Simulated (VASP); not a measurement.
# ZnS (F-43m) in VASP: settings compared

The runs below take ZnS through single point, relaxation of cell and atoms, with PBE, PBE+D3, PBE+D3(BJ).

All numbers are computed with VASP 6.6.1; they aren't measurements. Logs are shortened: lines on timing, memory, paths and dates and some standing lists are left out, and cuts for length are marked.

**The experiment to reproduce.**

“Electronic, vibrational, and thermodynamic properties of ZnS (zincblende and rocksalt structure)”, 2009, arxiv:0911.5022 quotes, for a bulk crystal of ZnS at 19 K: band gap 3.85 eV (direct).

The results are compared with them further down.

### Step 1. The crystal as given

Symmetry: F-43m, No. 216, cubic system. Conventional cell: a = 5.404 Å, b = 5.404 Å, c = 5.404 Å, α = 90.00°, β = 90.00°, γ = 90.00°. Zn (site symmetry -43m) has 4 S at 2.34 Å as nearest neighbours. S (site symmetry -43m) has 4 Zn at 2.34 Å as nearest neighbours.

### Step 2. Single point, PBE, spin-orbit coupling, no magnetisation

Input file INCAR:

```
SYSTEM = ZnS
ALGO = Normal
EDIFF = 1E-7
ENCUT = 460
GGA = PE
GGA_COMPAT = .False.
ISIF = 2
ISMEAR = 0
LASPH = .True.
LCHARG = .False.
LORBIT = 11
LREAL = .False.
LSORBIT = .True.
LWAVE = .False.
MAGMOM = 0 0 0 0 0 0
NBANDS = 34
NELM = 100
PREC = Accurate
SIGMA = 0.02
```

Input file KPOINTS:

```
k-points
0
Gamma
  7 7 7
  0 0 0
```

Input file POSCAR:

```
ZnS
1.0
    0.0000000000      2.7020000000      2.7020000000
    2.7020000000      0.0000000000      2.7020000000
    2.7020000000      2.7020000000      0.0000000000
Zn S
1 1
Direct
    0.7500000000      0.7500000000      0.7500000000
    0.0000000000      0.0000000000      0.0000000000
```

Potentials or basis: VASP PAW PBE potentials, release 64 (Zn, S).

Run with:

```
cat potpaw_PBE.64/Zn/POTCAR potpaw_PBE.64/S/POTCAR > POTCAR
mpirun -np 1 vasp_ncl > vasp.out
```

OUTCAR:

```text
SYSTEM = ZnS
   EDIFF = 1E-7
   ENCUT = 460
   GGA = PE
   ISIF = 2
   ISMEAR = 0
   LASPH = .True.
   LORBIT = 11
   LREAL = .False.
   LSORBIT = .True.
   NELM = 100
   PREC = Accurate

 Found     30 irreducible k-points:

 Following reciprocal coordinates:
            Coordinates               Weight
  0.000000  0.000000  0.000000      1.000000
  0.142857  0.000000  0.000000      4.000000
 -0.142857  0.000000  0.000000      4.000000
  0.285714  0.000000  0.000000      4.000000
 -0.285714  0.000000  0.000000      4.000000
  0.428571  0.000000  0.000000      4.000000
   k-points           NKPTS =     30   k-points in BZ     NKDIM =     30   number of bands    NBANDS=     34
   number of dos      NEDOS =    301   number of ions     NIONS =      2
   total plane-waves  NPLWV =  21952
   dimension x,y,z NGX =    28 NGY =   28 NGZ =   28
   dimension x,y,z NGXF=    56 NGYF=   56 NGZF=   56
   ions per type =               1   1
   NGX,Y,Z   is equivalent  to a cutoff of  12.18, 12.18, 12.18 a.u.
   NGXF,Y,Z  is equivalent  to a cutoff of  24.36, 24.36, 24.36 a.u.
 SYSTEM =  ZnS
   PREC   = accura    normal or accurate (medium, high low for compatibility)
   ISTART =      0    job   : 0-new  1-cont  2-samecut
   ICHARG =      2    charge: 1-file 2-atom 10-const
   ISPIN  =      1    spin polarized calculation?
   LNONCOLLINEAR =      T non collinear calculations
   LSORBIT =      T    spin-orbit coupling
   LASPH  =      T    aspherical Exc in radial PAW
   ENCUT  =  460.0 eV  33.81 Ry    5.81 a.u.   6.68  6.68  6.68*2*pi/ulx,y,z
   NELM   =    100;   NELMIN=  2; NELMDL= -5     # of ELM steps
   EDIFF  = 0.1E-06   stopping-criterion for ELM
   LREAL  =      F    real-space projection
   EDIFFG = 0.1E-05   stopping-criterion for IOM
   NSW    =      0    number of steps for IOM
   IBRION =     -1    ionic relax: 0-MD 1-quasi-New 2-CG
   NFREE  =      0    steps in history (QN), initial steepest desc. (CG)
   ISIF   =      2    stress and relaxation
   ISYM   =      2    0-nonsym 1-usesym 2-fastsym
   POTIM  = 0.5000    time-step for ionic-motion
   TEBEG  =    0.0;   TEEND  =   0.0 temperature during run
   PSTRESS=    0.0 pullay stress
   NELECT =      18.0000    total number of electrons
   NUPDOWN=      -1.0000    fix difference up-down
   EMIN   =  10.00;   EMAX   =-10.00  energy-range for DOS
   EFERMI =   0.00;   METHOD = LEGACY
   ISMEAR =     0;   SIGMA  =   0.02  broadening in eV -4-tet -1-fermi 0-gaus
   EFERMI_NEDOS =   21; number of points for ismear=-14 and -15
   IALGO  =     38    algorithm
   IMIX   =      4    mixing-type and parameters
     AMIX     =   0.40;   BMIX     =  1.00
     AMIX_MAG =   1.60;   BMIX_MAG =  1.00
  volume/ion in A,a.u.               =      19.73       133.12
  Fermi-wavevector in a.u.,A,eV,Ry     =   1.260290  2.381602 21.610537  1.588330
  Thomas-Fermi vector in A             =   2.393807
   LORBIT       =     11    0 simple, 1 ext, 2 COOP (PROOUT), +10 PAW based schemes
   GGA     = PE    functional components
   LHFCALC =     F    Hartree Fock is set to
   AEXX    =    0.0000 exact exchange contribution
   IVDW    =     0    specifies the selected vdW correction
   LEPSILON=     F    determine dielectric tensor
   LRPA    =     F    only Hartree local field effects (RPA)
 Gauss-broadening in eV      SIGMA  =   0.02
  energy-cutoff  :      460.00
  volume of cell :       39.45
 maximum number of plane-waves:      1810
   NGX = 13   NGY = 13   NGZ = 13

 number of electron      18.0000000 magnetization      -0.0000000     -0.0000000     -0.0000000

 number of electron      18.0000000 magnetization       0.0000000      0.0000000     -0.0000000

 number of electron      18.0000000 magnetization       0.0000000     -0.0000000     -0.0000000

 number of electron      18.0000000 magnetization       0.0000000      0.0000000      0.0000000

 Free energy of the ion-electron system (eV)
  ---------------------------------------------------
  ext. energy  EPLUGINS =         0.00000000
  ---------------------------------------------------
  free energy    TOTEN  =        -6.85092294 eV

  energy without entropy =       -6.85092294  energy(sigma->0) =       -6.85092294

 E-fermi :   2.2170     XC(G=0):  -9.6297

 val. band max:        2.1276606163   @ k =   0.0000   0.0000   0.0000
 cond. band min:       4.2214109236   @ k =   0.0000   0.0000   0.0000
 fundamental gap:      2.0937503073
 Fermi energy:         2.2170397231

 k-point     1 :       0.0000    0.0000    0.0000
  band No.  band energies     occupation
      1     -11.0331      1.00000
      2     -11.0331      1.00000
      3      -4.3354      1.00000
      4      -4.3354      1.00000
      5      -4.3354      1.00000
      6      -4.3354      1.00000
[... 22 lines left out ...]
     29      13.8700      0.00000
     30      13.8700      0.00000

 k-point     2 :       0.1429    0.0000    0.0000
  band No.  band energies     occupation
      1     -10.8822      1.00000
      2     -10.8822      1.00000
      3      -4.3334      1.00000
      4      -4.3178      1.00000
      5      -4.3178      1.00000
      6      -4.3022      1.00000
[... 22 lines left out ...]
     29      13.1843      0.00000
     30      13.1929      0.00000

 k-point     3 :      -0.1429    0.0000    0.0000
  band No.  band energies     occupation
      1     -10.8822      1.00000
      2     -10.8822      1.00000
      3      -4.3334      1.00000
      4      -4.3178      1.00000
      5      -4.3178      1.00000
      6      -4.3022      1.00000
[... 22 lines left out ...]
     29      13.1843      0.00000
     30      13.1929      0.00000

 k-point     4 :       0.2857    0.0000    0.0000
  band No.  band energies     occupation
      1     -10.5076      1.00000
      2     -10.5076      1.00000
      3      -4.3060      1.00000
      4      -4.2653      1.00000
      5      -4.2257      1.00000
      6      -4.2257      1.00000
[... 22 lines left out ...]
     29      13.2661      0.00000
     30      13.2860      0.00000

 k-point     5 :      -0.2857    0.0000    0.0000
  band No.  band energies     occupation
      1     -10.5076      1.00000
      2     -10.5076      1.00000
      3      -4.3060      1.00000
      4      -4.2653      1.00000
      5      -4.2257      1.00000
      6      -4.2257      1.00000
[... 22 lines left out ...]
     29      13.2661      0.00000
     30      13.2860      0.00000

 k-point     6 :       0.4286    0.0000    0.0000
  band No.  band energies     occupation
      1     -10.1612      1.00000
      2     -10.1612      1.00000
      3      -4.2774      1.00000
      4      -4.2593      1.00000
      5      -4.0326      1.00000
      6      -4.0326      1.00000
[... 22 lines left out ...]
     29      14.8892      0.00000
     30      14.8892      0.00000

 [... further k-points ...]

 [bands above 30 left out]

------------------------ aborting loop because EDIFF is reached ----------------------------------------

  FORCE on cell =-STRESS in cart. coord.  units (eV):
  Direction    XX          YY          ZZ          XY          YZ          ZX
  --------------------------------------------------------------------------------------
  -------------------------------------------------------------------------------------
  Total        0.4136970      0.4136970      0.4136970     -0.0000000     -0.0000000     -0.0000000
  in kB       16.7999081     16.7999081     16.7999081     -0.0000000     -0.0000000     -0.0000000
  external PRESSURE =      16.7999081 kB  Pullay stress =       0.0000000 kB

 VOLUME and BASIS-vectors are now :
 -----------------------------------------------------------------------------
  energy-cutoff  :      460.00
  volume of cell :       39.45
      direct lattice vectors                 reciprocal lattice vectors
     0.000000000  2.702000000  2.702000000    -0.185048113  0.185048113  0.185048113
     2.702000000  0.000000000  2.702000000     0.185048113 -0.185048113  0.185048113
     2.702000000  2.702000000  0.000000000     0.185048113  0.185048113 -0.185048113

 POSITION                                       TOTAL-FORCE (eV/Angst)
 -----------------------------------------------------------------------------------
      4.05300      4.05300      4.05300        -0.000000      0.000000     -0.000000
      0.00000      0.00000      0.00000         0.000000     -0.000000      0.000000
 -----------------------------------------------------------------------------------
    total drift:                                0.000001      0.000001      0.000001

  FREE ENERGIE OF THE ION-ELECTRON SYSTEM (eV)
  ---------------------------------------------------
  free  energy   TOTEN  =        -6.8509229388 eV

  energy  without entropy=       -6.8509229388  energy(sigma->0) =       -6.85092294

 Spin-Orbit-Coupling matrix elements

 Ion:    1  E_soc:     -0.0083536
 l=   1
     0.0000000    -0.0004089    -0.0004089
    -0.0004089     0.0000000    -0.0004089
    -0.0004089    -0.0004089     0.0000000
 l=   2
     0.0000000    -0.0002008     0.0000000    -0.0002008    -0.0007826
    -0.0002008     0.0000000    -0.0005870    -0.0002008    -0.0001957
     0.0000000    -0.0005870     0.0000000    -0.0005870     0.0000000
    -0.0002008    -0.0002008    -0.0005870     0.0000000    -0.0001957
    -0.0007826    -0.0001957     0.0000000    -0.0001957     0.0000000
 l=   3
     0.0000000     0.0000000     0.0000000     0.0000000     0.0000000     0.0000000     0.0000000
     0.0000000     0.0000000     0.0000000     0.0000000     0.0000000     0.0000000     0.0000000
     0.0000000     0.0000000     0.0000000     0.0000000     0.0000000     0.0000000     0.0000000
     0.0000000     0.0000000     0.0000000     0.0000000     0.0000000     0.0000000     0.0000000
     0.0000000     0.0000000     0.0000000     0.0000000     0.0000000     0.0000000     0.0000000
     0.0000000     0.0000000     0.0000000     0.0000000     0.0000000     0.0000000     0.0000000
     0.0000000     0.0000000     0.0000000     0.0000000     0.0000000     0.0000000     0.0000000

 Ion:    2  E_soc:     -0.0017790
 l=   1
     0.0000000    -0.0002965    -0.0002965
    -0.0002965     0.0000000    -0.0002965
    -0.0002965    -0.0002965     0.0000000
 l=   2
     0.0000000     0.0000000     0.0000000     0.0000000     0.0000000
     0.0000000     0.0000000     0.0000000     0.0000000     0.0000000
     0.0000000     0.0000000     0.0000000     0.0000000     0.0000000
     0.0000000     0.0000000     0.0000000     0.0000000     0.0000000
     0.0000000     0.0000000     0.0000000     0.0000000     0.0000000
 l=   3
     0.0000000     0.0000000     0.0000000     0.0000000     0.0000000     0.0000000     0.0000000
     0.0000000     0.0000000     0.0000000     0.0000000     0.0000000     0.0000000     0.0000000
     0.0000000     0.0000000     0.0000000     0.0000000     0.0000000     0.0000000     0.0000000
     0.0000000     0.0000000     0.0000000     0.0000000     0.0000000     0.0000000     0.0000000
     0.0000000     0.0000000     0.0000000     0.0000000     0.0000000     0.0000000     0.0000000
     0.0000000     0.0000000     0.0000000     0.0000000     0.0000000     0.0000000     0.0000000
     0.0000000     0.0000000     0.0000000     0.0000000     0.0000000     0.0000000     0.0000000

 total charge

# of ion       s       p       d       tot
------------------------------------------
    1        0.520   0.476   9.800  10.796
    2        1.315   2.437   0.000   3.752
--------------------------------------------------
tot          1.834   2.914   9.800  14.548

 magnetization (x)

# of ion       s       p       d       tot
------------------------------------------
    1        0.000   0.000  -0.000  -0.000
    2        0.000  -0.000   0.000  -0.000
--------------------------------------------------
tot          0.000  -0.000  -0.000  -0.000

 magnetization (y)

# of ion       s       p       d       tot
------------------------------------------
    1        0.000   0.000   0.000   0.000
    2        0.000   0.000   0.000   0.000
--------------------------------------------------
tot          0.000   0.000   0.000   0.000

 magnetization (z)

# of ion       s       p       d       tot
------------------------------------------
    1       -0.000   0.000  -0.000   0.000
    2        0.000  -0.000   0.000  -0.000
--------------------------------------------------
tot         -0.000   0.000  -0.000   0.000
```

It took 38 s on 1 thread of AMD EPYC 9R45 (Zen 5), shared host; peak memory 0.23 GiB.

These settings aren't checked as converged: the numbers below hold their error.

What came out:

```yaml
Free_energy: -6.8509 eV
Pressure: 1.7 GPa
Valence_electrons_inside_the_program's_atomic_spheres: Zn 10.80; S 3.75
```

(Part 1 of 4 ends here.)
